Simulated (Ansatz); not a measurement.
Here is an Ansatz 0.2.0 calculation.

File input.yaml:

```yaml
crystal:
  lattice:
    - [-4.3507577183, 4.3507577183, 1.8875555959]
    - [4.3507577183, -4.3507577183, 1.8875555959]
    - [4.3507577183, 4.3507577183, -1.8875555959]
  atoms:
    - { symbol: Ti, position: [0.292281705, 0.997144755, 0.28942646] }
    - { symbol: Ti, position: [0.002855245, 0.292281705, 0.29513695] }
    - { symbol: Ti, position: [0.997144755, 0.707718295, 0.70486305] }
    - { symbol: Ti, position: [0.707718295, 0.002855245, 0.71057354] }
    - { symbol: O, position: [0.498863825, 0.849215285, 0.34807911] }
    - { symbol: O, position: [0.16166202, 0.1596026, 0.32126462] }
    - { symbol: O, position: [0.150784715, 0.498863825, 0.64964854] }
    - { symbol: O, position: [0.1596026, 0.83833798, 0.99794058] }
    - { symbol: O, position: [0.8403974, 0.16166202, 0.00205942] }
    - { symbol: O, position: [0.849215285, 0.501136175, 0.35035146] }
    - { symbol: O, position: [0.83833798, 0.8403974, 0.67873538] }
    - { symbol: O, position: [0.501136175, 0.150784715, 0.65192089] }
hamiltonian:
  xc: r2scan
  pseudopotentials: { kind: paw }
  hubbard: { sites: [{ species: Ti, l: d, u_eff: 3.0 }] }
kpoints:
  mp_grid: { grid: [8, 8, 8] }
scf:
  occupations: { method: fermi_dirac, width: 0.05 }
output:
  forces: true
  stress: true
  eigenvalues: true
relax:
  f_tol: 0.01
  max_steps: 40
  cell: { stress_tol: 0.05 }
```

Potentials or basis: Ansatz PAW.

Launch:

```sh
$ ansatz run input.yaml --threads 4 --pin off --max-ram 11264MiB --backend cpu --events-out ev --progress --plain --runs-dir out
```

Problem. Estimate the band gap on the k mesh.

Solution. 2.44 eV, indirect (least direct gap 3.15 eV).

Problem. What does it give for the relaxed cell?

Solution. a = 6.444 Å, b = 6.444 Å, c = 6.444 Å, α = 94.97°, β = 94.97°, γ = 145.78°.

The path:
```tsv
step	energy change (eV)	largest force (eV/Å)	volume (Å³)
1	0.0000	0.3115	142.92
2	-0.0084	0.0560	143.67
3	-0.0090	0.0115	143.84
4	-0.0096	0.0110	143.86
5	-0.0097	0.0022	143.81
6	-0.0102	0.0022	143.81
```

Caveat: the plane-wave basis is chosen anew once the cell has moved, so the energies of steps on either side of that aren't comparable; the PAW data sets come from PBE, with cores solved anew for the run's functional, which leaves a small shift of forces and pressure. A k mesh can miss the band edges.
